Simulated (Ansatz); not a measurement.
# Si, space group I4_1/amd: a relaxation of the ions

With the Python package of Ansatz (0.2.0).

The cells in order, each with its output:

In [1]:
```python
from pathlib import Path

import ansatz
from ase import Atoms
from ase.neighborlist import neighbor_list
import numpy as np
```

In [2]:
```python
structure = (
    ansatz.Lattice.of([-2.3713723, 2.3713723, 1.32926539], [2.3713723, -2.3713723, 1.32926539], [2.3713723, 2.3713723, -1.32926539])
    .atom('Si', [0.25, 0.75, 0.5])
    .atom('Si', [0.5, 0.5, 0.0])
)
# a displaced start

base = (
    structure.move(1, to=[0.51880738, 0.51880738, 1.761e-18]).fix(0).calculation()
    .functional('pbesol')
    .basis(320)
    .kpoints(spacing=0.38)
    .occupations('Marzari-Vanderbilt', width=50 * ansatz.meV)  # fractional filling near the Fermi level
    .relax(force_tolerance=0.05, density_extrapolation='second_order')  # relax until the tolerances are met
    .density()  # keep the density on its grid
    .potential()
    .output_files(volumetric_format=['xsf', 'npy'])
)
steps = []
```

In [3]:
```python
def collect(event):
    if event['event'] == 'relax_step':
        steps.append(event['data'])
```

In [4]:
```python
outcome = base.session().plan().execute(on_event=collect)
data = outcome.report

data['mixing_algorithm'], data['preconditioner'], data['eigensolver']
```
```text
DeckWarning: basis.ecutwfc = 320 eV is below the records' recommended 420 eV, and the density's cutoff is lower with it unless basis.ecutrho_ratio is high enough to keep the records' density cutoff: compare with a run at a higher cutoff
DeckWarning: crystal.symmetry: narrowed to the stabiliser of the relax constraints — unitary ops 8 → 4; lowered at sites 0, 1 (the operations that carried what is held of a site onto what its image site leaves free; the constrained walk keeps no symmetry that its constraints do not admit)
```
Out [4]:
```text
('MSR1', 'none', 'band_cg')
```

In [5]:
```python
data['n_kpoints'], data['n_symmetry_ops'], data['n_pw']
```
Out [5]:
```text
(95, 4, 383)
```

In [6]:
```python
print('step   energy (eV)     max comp. (eV/A)  SCF')
for s in steps:
    print(f'{s["step"]:4d} {s["lagrangian_ev"]:15.5f} {s["allowed_force_max_ev_ang"]:12.4f} {s["n_scf"]:5d}')
```
```text
step   energy (eV)     max comp. (eV/A)  SCF
   1     -1242.57870       0.0059     3
   2     -1242.57870       0.0059     3
   3     -1242.57871       0.0061     3
   4     -1242.57888       0.0031     3
```

In [7]:
```python
first, last = steps[0], steps[-1]
symbols = [site.symbol for site in outcome.lattice.sites]
print(f'energy gained {first["lagrangian_ev"] - last["lagrangian_ev"]:.4f} eV in {len(steps) - 1} steps')
```
```text
energy gained 0.0002 eV in 3 steps
```

In [8]:
```python
moved = np.linalg.norm(np.array(last['positions_ang']) - np.array(first['positions_ang']), axis=1)
print('displacement by atom (A):', ' '.join(f'{s}:{d:.3f}' for s, d in zip(symbols, moved)))
```
```text
displacement by atom (A): Si:0.000 Si:0.041
```

In [9]:
```python
print('atom   start x y z (A)              end x y z (A)')
for symbol, a, b in zip(symbols, first['positions_ang'], last['positions_ang']):
    print(f'{symbol:3s}', ' '.join(f'{v:8.4f}' for v in a), '  ', ' '.join(f'{v:8.4f}' for v in b))
```
```text
atom   start x y z (A)              end x y z (A)
Si    2.3714   0.0000   0.6646      2.3714   0.0000   0.6646
Si    0.0000   0.0000   1.3793      0.0000   0.0000   1.4205
```

In [10]:
```python
final = Atoms(symbols, positions=last['positions_ang'], cell=outcome.lattice.cell_ang, pbc=True)
i, j, d = neighbor_list('ijd', final, 4.5)
print('neighbours within 1.1 times the shortest distance of each atom (A)')
for atom in range(len(final)):
    near = [m for m in np.argsort(d) if i[m] == atom]
    shell = [m for m in near if d[m] < 1.1 * d[near[0]]]
    print(f'{symbols[atom]}{atom} ({len(shell)}):', ', '.join(f'{symbols[j[m]]} {d[m]:.3f}' for m in shell))
```
```text
neighbours within 1.1 times the shortest distance of each atom (A)
Si0 (6): Si 2.440, Si 2.440, Si 2.489, Si 2.489, Si 2.659, Si 2.659
Si1 (6): Si 2.440, Si 2.440, Si 2.489, Si 2.489, Si 2.659, Si 2.659
```

In [11]:
```python
energy = data['free_energy_ev']
print('Si: {:.6f} eV = {:.6f} Ry = {:.6f} Ha'.format(energy, energy / 13.605693, energy / 27.211386))
print('Fermi level {:.4f} eV, {} k-points, {} symmetry operations'.format(data['fermi_energy_ev'], data['n_kpoints'], data['n_symmetry_ops']))
```
```text
Si: -1242.578883 eV = -91.327864 Ry = -45.663932 Ha
Fermi level 9.9534 eV, 95 k-points, 4 symmetry operations
```

In [12]:
```python
folder = Path(outcome.write_results('volumes'))
print(sorted(path.name for path in folder.iterdir()))
head = (folder / 'rho.xsf').read_text().split('BEGIN_BLOCK')[0]
print(head)

rho = outcome.density()
total = sum(ch.density_e_per_ang3 for ch in rho.channels[:2]) if len(rho.channels) < 3 else rho.channels[0].density_e_per_ang3
print('grid', rho.dims, 'electrons', round(float(total.mean() * rho.cell_volume_ang3), 4))
profile = total.mean(axis=(1, 2))
print('planar average along grid axis 0 (e/A^3):')
print(np.array2string(profile[:: max(len(profile) // 16, 1)], precision=4))
```
```text
['fields.json', 'rho.npy', 'rho.xsf', 'rho_z.tsv', 'v_es.npy', 'v_es.xsf', 'v_tot.npy', 'v_tot.xsf', 'v_z.tsv']
CRYSTAL
PRIMVEC
   -2.371372    2.371372    1.329265
    2.371372   -2.371372    1.329265
    2.371372    2.371372   -1.329265
PRIMCOORD
    2    1
   14    2.371372    0.000000    0.664633
   14    0.000000    0.000000    1.420528

grid (24, 24, 24) electrons 8.0
planar average along grid axis 0 (e/A^3):
[0.2459 0.2487 0.2529 0.259  0.2668 0.2759 0.2851 0.2932 0.2991 0.3021
 0.3018 0.2982 0.2919 0.2835 0.2742 0.2653 0.2577 0.252  0.2481 0.2455
 0.2439 0.2432 0.2433 0.2442]
```

Notes:
- The settings weren't tested for convergence.
- The cutoff lies under the one recommended for these potentials.
- For a metal this k-point mesh is coarse: on a finer one energies can move by several to tens of meV an atom and pressures by half a GPa or more, differences at one mesh by less.
- An absolute Fermi energy rests on an arbitrary zero of the periodic potential and has no direct meaning.
- Energies along a relaxation are free energies. A last row that repeats the one before re-solves the same geometry more tightly.
- The cell relaxed to the group Imma; tensors and edges are in the axes of the typed cell.
- Grid values close to the nuclei reflect the PAW or pseudopotential construction, not the all-electron fields.
- This isn't the structure that Si takes at ambient conditions.
- Warnings are shown shortened and without file and line.
- By the engine's processor time: 4.6 s on 1 thread of Intel(R) Xeon(R) Processor @ 2.30GHz, on a shared host, peak memory 0.6 GiB.

(A comment or docstring line of the script was reworded after the run, the code is as it ran.)
